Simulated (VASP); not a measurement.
# GaP (F-43m) in VASP: further runs

The runs below take GaP through relaxation of cell and atoms, with PBE.

Everything below comes from runs of VASP 6.6.1. Logs are shortened: lines on timing, memory, paths and dates and some standing lists are left out, and cuts for length are marked.

**1. The structure**

It takes space group F-43m (No. 216, cubic). The conventional cell has a = 5.451 Å, b = 5.451 Å, c = 5.451 Å, α = 90.00°, β = 90.00°, γ = 90.00°. Around Ga (site symmetry -43m) lie 4 P at 2.36 Å. P (site symmetry -43m) has 4 Ga at 2.36 Å as nearest neighbours.

**2. Relaxation of cell and atoms, PBE**

Input file INCAR:

```
ALGO     = Normal         # electronic algorithm
EDIFF    = 1E-7           # SCF threshold, eV
EDIFFG   = -0.005         # ionic threshold
ENCUT    = 980            # plane-wave cutoff, eV
GGA      = PE             # functional
IBRION   = 2              # ionic algorithm
ISIF     = 3              # what is computed and relaxed
ISMEAR   = -1             # smearing method
LASPH    = True           # aspherical terms in the spheres
LCHARG   = False          # write CHGCAR
LREAL    = False          # projectors in reciprocal space
LWAVE    = False          # write WAVECAR
NELM     = 80             # most SCF steps
NSW      = 40             # ionic steps
PREC     = Accurate       # precision mode
SIGMA    = 0.05           # smearing width, eV
```

Input file KPOINTS:

```
k-points
0
Gamma
  8 8 8
```

Input file POSCAR:

```
GaP
1.0
    0.0000000000      2.7252500000      2.7252500000
    2.7252500000      0.0000000000      2.7252500000
    2.7252500000      2.7252500000      0.0000000000
Ga P
1 1
Direct
    0.0000000000      0.0000000000      0.0000000000
    0.7500000000      0.7500000000      0.7500000000
```

Potentials or basis: VASP PAW PBE potentials, release 64 (Ga_h, P_h).

Launch:

```bash
$ cat potpaw_PBE.64/Ga_h/POTCAR potpaw_PBE.64/P_h/POTCAR > POTCAR
$ mpirun -np 1 vasp_std > vasp.out
```

OUTCAR:

```text
EDIFF = 1E-7
   EDIFFG = -0.005
   ENCUT = 980
   GGA = PE
   IBRION = 2
   ISIF = 3
   ISMEAR = -1
   LASPH = True
   LREAL = False
   NELM = 80
   NSW = 40
   PREC = Accurate

 ion  position               nearest neighbor table
   1  0.000  0.000  0.000-
   2  0.750  0.750  0.750-

  LATTYP: Found a face centered cubic cell.
 ALAT       =     5.4505000000

  Lattice vectors:

 A1 = (   0.0000000000,   2.7252500000,   2.7252500000)
 A2 = (   2.7252500000,   0.0000000000,   2.7252500000)
 A3 = (   2.7252500000,   2.7252500000,   0.0000000000)

Analysis of symmetry for initial positions (statically):
=====================================================================
 Subroutine PRICEL returns:
 Original cell was already a primitive cell.

 Routine SETGRP: Setting up the symmetry group for a
 face centered cubic supercell.

 Subroutine GETGRP returns: Found 24 space group operations
 (whereof 24 operations were pure point group operations)
 out of a pool of 48 trial point group operations.

The static configuration has the point symmetry T_d .

Analysis of symmetry for dynamics (positions and initial velocities):
=====================================================================
 Subroutine PRICEL returns:
 Original cell was already a primitive cell.

 Routine SETGRP: Setting up the symmetry group for a
 face centered cubic supercell.

 Subroutine GETGRP returns: Found 24 space group operations
 (whereof 24 operations were pure point group operations)
 out of a pool of 48 trial point group operations.

The dynamic configuration has the point symmetry T_d .

 Subroutine INISYM returns: Found 24 space group operations
 (whereof 24 operations are pure point group operations),
 and found     1 'primitive' translations

----------------------------------------------------------------------------------------

                                     Primitive cell

  volume of cell :      40.4808

  direct lattice vectors                    reciprocal lattice vectors
     0.000000000  2.725250000  2.725250000    -0.183469406  0.183469406  0.183469406
     2.725250000  0.000000000  2.725250000     0.183469406 -0.183469406  0.183469406
     2.725250000  2.725250000  0.000000000     0.183469406  0.183469406 -0.183469406

  length of vectors
     3.854085511  3.854085511  3.854085511     0.317778334  0.317778334  0.317778334

  position of ions in fractional coordinates (direct lattice)
     0.000000000  0.000000000  0.000000000
     0.750000000  0.750000000  0.750000000

  ion indices of the primitive-cell ions
   primitive index   ion index
                 1           1
                 2           2

----------------------------------------------------------------------------------------

 KPOINTS: k-points

Automatic generation of k-mesh.
 Grid dimensions read from file:
 generate k-points for:    8    8    8

 Generating k-lattice:

  Cartesian coordinates                     Fractional coordinates (reciprocal lattice)
    -0.022933676  0.022933676  0.022933676     0.125000000  0.000000000  0.000000000
     0.022933676 -0.022933676  0.022933676     0.000000000  0.125000000  0.000000000
     0.022933676  0.022933676 -0.022933676     0.000000000  0.000000000  0.125000000

  Length of vectors
     0.039722292  0.039722292  0.039722292

  Shift w.r.t. Gamma in fractional coordinates (k-lattice)
     0.000000000  0.000000000  0.000000000

 Subroutine IBZKPT returns following result:
 ===========================================

 Found     29 irreducible k-points:

 Following reciprocal coordinates:
            Coordinates               Weight
  0.000000  0.000000  0.000000      1.000000
  0.125000  0.000000  0.000000      8.000000
  0.250000  0.000000  0.000000      8.000000
  0.375000  0.000000  0.000000      8.000000
  0.500000  0.000000  0.000000      4.000000
  0.125000  0.125000  0.000000      6.000000
[... 16 lines left out ...]
  0.500000  0.250000  0.125000     48.000000
 -0.375000  0.250000  0.125000     24.000000
 [... further k-points ...]
   k-points           NKPTS =     29   k-points in BZ     NKDIM =     29   number of bands    NBANDS=     13
   number of dos      NEDOS =    301   number of ions     NIONS =      2
   total plane-waves  NPLWV =  64000
   dimension x,y,z NGX =    40 NGY =   40 NGZ =   40
   dimension x,y,z NGXF=    80 NGYF=   80 NGZF=   80
   ions per type =               1   1
   NGX,Y,Z   is equivalent  to a cutoff of  17.25, 17.25, 17.25 a.u.
   NGXF,Y,Z  is equivalent  to a cutoff of  34.51, 34.51, 34.51 a.u.
 SYSTEM =  unknown system
   PREC   = accura    normal or accurate (medium, high low for compatibility)
   ISTART =      0    job   : 0-new  1-cont  2-samecut
   ICHARG =      2    charge: 1-file 2-atom 10-const
   ISPIN  =      1    spin polarized calculation?
   LNONCOLLINEAR =      F non collinear calculations
   LSORBIT =      F    spin-orbit coupling
   LASPH  =      T    aspherical Exc in radial PAW
   ENCUT  =  980.0 eV  72.03 Ry    8.49 a.u.   9.84  9.84  9.84*2*pi/ulx,y,z
   NELM   =     80;   NELMIN=  2; NELMDL= -5     # of ELM steps
   EDIFF  = 0.1E-06   stopping-criterion for ELM
   LREAL  =      F    real-space projection
   EDIFFG = -.5E-02   stopping-criterion for IOM
   NSW    =     40    number of steps for IOM
   IBRION =      2    ionic relax: 0-MD 1-quasi-New 2-CG
   NFREE  =      1    steps in history (QN), initial steepest desc. (CG)
   ISIF   =      3    stress and relaxation
   ISYM   =      2    0-nonsym 1-usesym 2-fastsym
   POTIM  = 0.5000    time-step for ionic-motion
   TEBEG  =    0.0;   TEEND  =   0.0 temperature during run
   PSTRESS=    0.0 pullay stress
   NELECT =      18.0000    total number of electrons
   NUPDOWN=      -1.0000    fix difference up-down
   EMIN   =  10.00;   EMAX   =-10.00  energy-range for DOS
   EFERMI =   0.00;   METHOD = LEGACY
   ISMEAR =    -1;   SIGMA  =   0.05  broadening in eV -4-tet -1-fermi 0-gaus
   EFERMI_NEDOS =   21; number of points for ismear=-14 and -15
   IALGO  =     38    algorithm
   IMIX   =      4    mixing-type and parameters
     AMIX     =   0.40;   BMIX     =  1.00
     AMIX_MAG =   1.60;   BMIX_MAG =  1.00
  volume/ion in A,a.u.               =      20.24       136.59
  Fermi-wavevector in a.u.,A,eV,Ry     =   1.249538  2.361284 21.243377  1.561344
  Thomas-Fermi vector in A             =   2.383574
   LORBIT       =      0    0 simple, 1 ext, 2 COOP (PROOUT), +10 PAW based schemes
   GGA     = PE    functional components
   LHFCALC =     F    Hartree Fock is set to
   AEXX    =    0.0000 exact exchange contribution
   IVDW    =     0    specifies the selected vdW correction
   LEPSILON=     F    determine dielectric tensor
   LRPA    =     F    only Hartree local field effects (RPA)
 conjugate gradient relaxation of ions
 non-spin polarized calculation
  energy-cutoff  :      980.00
  volume of cell :       40.48
 maximum number of plane-waves:      2840
   NGX = 19   NGY = 19   NGZ = 19

--------------------------------------- Ionic step        1  -------------------------------------------

 number of electron      18.0000006 magnetization

 Free energy of the ion-electron system (eV)
  ---------------------------------------------------
  ext. energy  EPLUGINS =         0.00000000
  ---------------------------------------------------
  free energy    TOTEN  =        -9.11637596 eV

  energy without entropy =       -9.11637596  energy(sigma->0) =       -9.11637596

------------------------ aborting loop because EDIFF is reached ----------------------------------------

  FORCE on cell =-STRESS in cart. coord.  units (eV):
  Direction    XX          YY          ZZ          XY          YZ          ZX
  --------------------------------------------------------------------------------------
  -------------------------------------------------------------------------------------
  Total        0.6302405      0.6302405      0.6302405      0.0000000      0.0000000     -0.0000000
  in kB       24.9441007     24.9441007     24.9441007      0.0000000      0.0000000     -0.0000000
  external PRESSURE =      24.9441007 kB  Pullay stress =       0.0000000 kB

 VOLUME and BASIS-vectors are now :
 -----------------------------------------------------------------------------
  energy-cutoff  :      980.00
  volume of cell :       40.48
      direct lattice vectors                 reciprocal lattice vectors
     0.000000000  2.725250000  2.725250000    -0.183469406  0.183469406  0.183469406
     2.725250000  0.000000000  2.725250000     0.183469406 -0.183469406  0.183469406
     2.725250000  2.725250000  0.000000000     0.183469406  0.183469406 -0.183469406
[... 37 lines left out ...]
 POSITION                                       TOTAL-FORCE (eV/Angst)
 -----------------------------------------------------------------------------------
      2.76668      0.00000      2.76668        -0.000000     -0.000000     -0.000000
      4.15002      4.15002      4.15002         0.000000      0.000000      0.000000
 -----------------------------------------------------------------------------------
    total drift:                               -0.000000     -0.000000     -0.000000

  FREE ENERGIE OF THE ION-ELECTRON SYSTEM (eV)
  ---------------------------------------------------
  free  energy   TOTEN  =        -9.1235148462 eV

  energy  without entropy=       -9.1235148385  energy(sigma->0) =       -9.12351484

--------------------------------------- Ionic step        3  -------------------------------------------

 number of electron      18.0000003 magnetization

 Free energy of the ion-electron system (eV)
  ---------------------------------------------------
  ext. energy  EPLUGINS =         0.00000000
  ---------------------------------------------------
  free energy    TOTEN  =        -9.12577560 eV

  energy without entropy =       -9.12577560  energy(sigma->0) =       -9.12577560

 E-fermi :   6.0474     XC(G=0):  -9.6875

 val. band max:        5.2745156725   @ k =   0.0000   0.0000   0.0000
 cond. band min:       6.8542231444   @ k =   0.0000   0.0000   0.0000
 fundamental gap:      1.5797074719
 Fermi energy:         6.0474430538

 k-point     1 :       0.0000    0.0000    0.0000
  band No.  band energies     occupation
      1      -9.2050      2.00000
      2      -9.2050      2.00000
      3      -9.2050      2.00000
      4      -9.1147      2.00000
      5      -9.1147      2.00000
      6      -6.9979      2.00000
      7       5.2745      2.00000
      8       5.2745      2.00000
      9       5.2745      2.00000
     10       6.8542      0.00000
     11       9.1675      0.00000
     12       9.1675      0.00000
     13       9.1675      0.00000

 k-point     2 :       0.1250    0.0000    0.0000
  band No.  band energies     occupation
      1      -9.2170      2.00000
      2      -9.2007      2.00000
      3      -9.2007      2.00000
      4      -9.1147      2.00000
      5      -9.1147      2.00000
      6      -6.8033      2.00000
      7       3.6492      2.00000
      8       5.0555      2.00000
      9       5.0555      2.00000
     10       7.5581      0.00000
     11       9.5039      0.00000
[... 339 lines left out ...]
 k-point    24 :      -0.3750    0.2500    0.1250
  band No.  band energies     occupation
      1      -9.2847      2.00000
      2      -9.1768      2.00000
      3      -9.1659      2.00000
      4      -9.1190      2.00000
      5      -9.1080      2.00000
      6      -4.6388      2.00000
      7      -1.0007      2.00000
      8       2.1891      2.00000
      9       3.4193      2.00000
     10       8.6426      0.00000
     11       9.5899      0.00000
     12      11.6415      0.00000
     13      13.0956      0.00000

 [... further k-points ...]
[... 5 lines left out ...]
  --------------------------------------------------------------------------------------
  -------------------------------------------------------------------------------------
  Total        0.0016610      0.0016610      0.0016610      0.0000000      0.0000000     -0.0000000
  in kB        0.0637875      0.0637875      0.0637875      0.0000000      0.0000000     -0.0000000
  external PRESSURE =       0.0637875 kB  Pullay stress =       0.0000000 kB

 VOLUME and BASIS-vectors are now :
 -----------------------------------------------------------------------------
  energy-cutoff  :      980.00
  volume of cell :       41.72
      direct lattice vectors                 reciprocal lattice vectors
     0.000000000  2.752807136  2.752807136    -0.181632775  0.181632775  0.181632775
     2.752807136  0.000000000  2.752807136     0.181632775 -0.181632775  0.181632775
     2.752807136  2.752807136 -0.000000000     0.181632775  0.181632775 -0.181632775

 POSITION                                       TOTAL-FORCE (eV/Angst)
 -----------------------------------------------------------------------------------
      0.00000      0.00000      0.00000         0.000000      0.000000      0.000000
      4.12921      4.12921      4.12921        -0.000000     -0.000000     -0.000000
 -----------------------------------------------------------------------------------
    total drift:                               -0.000000     -0.000000     -0.000000

  FREE ENERGIE OF THE ION-ELECTRON SYSTEM (eV)
  ---------------------------------------------------
  free  energy   TOTEN  =        -9.1257756022 eV

  energy  without entropy=       -9.1257755979  energy(sigma->0) =       -9.12577560

 reached required accuracy - stopping structural energy minimisation
```

Wall time 38 s (1 thread of Intel Xeon 6975P-C (Granite Rapids), shared host); peak memory 0.26 GiB.

What came out:

- Free energy: -9.1258 eV
- Relaxed volume: 20.86 Å³/atom
- Relaxed cell: a = 3.893 Å, b = 3.893 Å, c = 3.893 Å, α = 60.00°, β = 60.00°, γ = 60.00°
- Space group after relaxing (to 0.05 Å): F-43m (No. 216)
- Energy gained by relaxing: 4.7 meV/atom
- Ionic steps: 3
- Pressure after relaxing: 0.0 GPa
- Band gap on the k mesh: 1.58 eV, direct

The path:
```tsv
step	energy change (eV)	largest force (eV/Å)	pressure (GPa)	volume (Å³)
1	0.0000	0.0000	2.49	40.48
2	-0.0071	0.0000	-1.12	42.36
3	-0.0094	0.0000	0.01	41.72
```

Final structure:
```
Ga P
1.0
     0.00000    2.75281    2.75281
     2.75281    0.00000    2.75281
     2.75281    2.75281    0.00000
Ga P
1 1
Direct
  0.00000 0.00000 0.00000
  0.75000 0.75000 0.75000
```

A k mesh can miss the band edges. PBE usually gives volumes a little too large and moduli too small.

**3. Relaxation of cell and atoms, PBE**

Input file INCAR:

```
ALGO     = Normal         # electronic algorithm
EDIFF    = 1E-6           # SCF threshold, eV
EDIFFG   = -0.005         # ionic threshold
ENCUT    = 600            # plane-wave cutoff, eV
GGA      = PE             # functional
IBRION   = 2              # ionic algorithm
ISIF     = 3              # what is computed and relaxed
ISMEAR   = -1             # smearing method
LASPH    = T              # aspherical terms in the spheres
LCHARG   = F              # write CHGCAR
LREAL    = F              # projectors in reciprocal space
LWAVE    = F              # write WAVECAR
NELM     = 80             # most SCF steps
NSW      = 40             # ionic steps
PREC     = Accurate       # precision mode
SIGMA    = 0.05           # smearing width, eV
```

KPOINTS is that of step 2.

POSCAR is that of step 2.

Potentials or basis: VASP PAW PBE potentials, release 54 (Ga_d, P).

Launch:

```bash
$ cat potpaw_PBE.54/Ga_d/POTCAR potpaw_PBE.54/P/POTCAR > POTCAR
$ mpirun -np 1 vasp_std > vasp.out
```

Run time: 23 s. Hardware: 1 thread of Intel Xeon 6975P-C (Granite Rapids), shared host; peak memory 0.19 GiB.

It converged, with:

```yaml
Free_energy: -9.1253 eV
Relaxed_volume: 20.86 Å³/atom
Relaxed_cell: a = 3.893 Å, b = 3.893 Å, c = 3.893 Å, α = 60.00°, β = 60.00°, γ = 60.00°
Space_group_after_relaxing_to_0.05_Å: F-43m (No. 216)
Energy_gained_by_relaxing: 4.6 meV/atom
Ionic_steps: 6
Pressure_after_relaxing: 0.0 GPa
Band_gap_on_the_k_mesh: 1.58 eV, direct
```

The path:
| step | energy change (eV) | largest force (eV/Å) | pressure (GPa) | volume (Å³) |
| --- | --- | --- | --- | --- |
| 1 | 0.0000 | 0.0000 | 2.42 | 40.48 |
| 2 | -0.0073 | 0.0000 | -1.04 | 42.30 |
| 3 | -0.0092 | 0.0000 | 0.05 | 41.72 |
| 4 | -0.0092 | 0.0000 | -0.09 | 41.75 |
| 5 | -0.0092 | 0.0000 | 0.11 | 41.68 |
| 6 | -0.0092 | 0.0000 | -0.03 | 41.71 |

Final structure:
```yaml
crystal:
  lattice:
    - [0.00000, 2.75265, 2.75265]
    - [2.75265, 0.00000, 2.75265]
    - [2.75265, 2.75265, 0.00000]
  atoms:
    - { symbol: Ga, position: [0.00000, 0.00000, 0.00000] }
    - { symbol: P, position: [0.75000, 0.75000, 0.75000] }
```

Levels at points of the mesh, in eV from the valence-band top:
| k point | band 7 | band 8 | band 9 | band 10 | band 11 | band 12 |
| --- | --- | --- | --- | --- | --- | --- |
| (0.00, 0.00, 0.00) | 0.00 | 0.00 | 0.00 | 1.58 | 3.90 | 3.90 |
| (0.50, 0.00, 0.00) | -6.46 | -1.07 | -1.07 | 1.58 | 4.73 | 4.73 |
| (0.50, 0.50, 0.00) | -6.61 | -2.58 | -2.58 | 1.72 | 1.85 | 10.37 |

A k mesh can miss the band edges. PBE usually gives volumes a little too large and moduli too small.

**4. Relaxation of cell and atoms, PBE**

Input file INCAR:

```
SYSTEM = GaP
PREC = Accurate
ENCUT = 580
EDIFF = 1E-6
ISMEAR = -1
SIGMA = 0.05
LREAL = .FALSE.
LASPH = .TRUE.
NELM = 80
ALGO = Normal
ISIF = 3
LWAVE = .FALSE.
LCHARG = .FALSE.
GGA = PE
IBRION = 2
NSW = 60
EDIFFG = -0.005
```

Input file KPOINTS:

```
regular mesh
0
G
  8 8 8
  0 0 0
```

POSCAR is that of step 3.

Potentials or basis: VASP PAW PBE potentials, release 54 (Ga, P).

Launch:

```bash
$ cat potpaw_PBE.54/Ga/POTCAR potpaw_PBE.54/P/POTCAR > POTCAR
$ mpirun -np 1 vasp_std > vasp.out
```

It took 12 s on 1 thread of Intel Xeon 6975P-C (Granite Rapids), shared host; peak memory 0.17 GiB.

The run converged. Its results:

```yaml
Free_energy: -9.1054 eV
Relaxed_volume: 21.18 Å³/atom
Relaxed_cell: a = 3.913 Å, b = 3.913 Å, c = 3.913 Å, α = 60.00°, β = 60.00°, γ = 60.00°
Space_group_after_relaxing_to_0.05_Å: F-43m (No. 216)
Energy_gained_by_relaxing: 11.2 meV/atom
Ionic_steps: 3
Pressure_after_relaxing: 0.0 GPa
Band_gap_on_the_k_mesh: 1.52 eV, direct
```

The path:
| step | energy change (eV) | largest force (eV/Å) | pressure (GPa) | volume (Å³) |
| --- | --- | --- | --- | --- |
| 1 | 0.0000 | 0.0000 | 3.98 | 40.48 |
| 2 | -0.0152 | 0.0000 | -1.96 | 43.50 |
| 3 | -0.0224 | 0.0000 | 0.01 | 42.36 |

Final structure:
```
Ga P
1.0
     0.00000    2.76683    2.76683
     2.76683    0.00000    2.76683
     2.76683    2.76683    0.00000
Ga P
1 1
Cartesian
  0.0000 0.0000 0.0000
  4.1502 4.1502 4.1502
```

Levels at points of the mesh, in eV from the valence-band top:
| k point | band 2 | band 3 | band 4 | band 5 | band 6 | band 7 |
| --- | --- | --- | --- | --- | --- | --- |
| (0.00, 0.00, 0.00) | 0.00 | 0.00 | 0.00 | 1.52 | 3.94 | 3.94 |
| (0.50, 0.00, 0.00) | -6.34 | -1.04 | -1.04 | 1.58 | 4.76 | 4.76 |
| (0.50, 0.50, 0.00) | -6.51 | -2.51 | -2.51 | 1.76 | 1.89 | 10.31 |

A k mesh can miss the band edges. Zero-point motion and thermal expansion aren't in these numbers.

**5. Summary**

| potentials or basis | cutoff (eV) | gap on the mesh (eV) | pressure (GPa) | relaxed volume (Å³/atom) |
| --- | --- | --- | --- | --- |
| VASP PAW PBE potentials, release 64 (Ga_h, P_h) | 980 | 1.58 | 0.0 | 20.86 |
| VASP PAW PBE potentials, release 54 (Ga_d, P) | 600 | 1.58 | 0.0 | 20.86 |
| VASP PAW PBE potentials, release 54 (Ga, P) | 580 | 1.52 | 0.0 | 21.18 |

Alike in all rows: task relaxation of cell and atoms; level PBE; no spin polarisation; cell relaxed; k mesh 8 × 8 × 8; smearing fermi-dirac 0.05 eV.

Absolute energies hang on the potentials; compare differences alone.
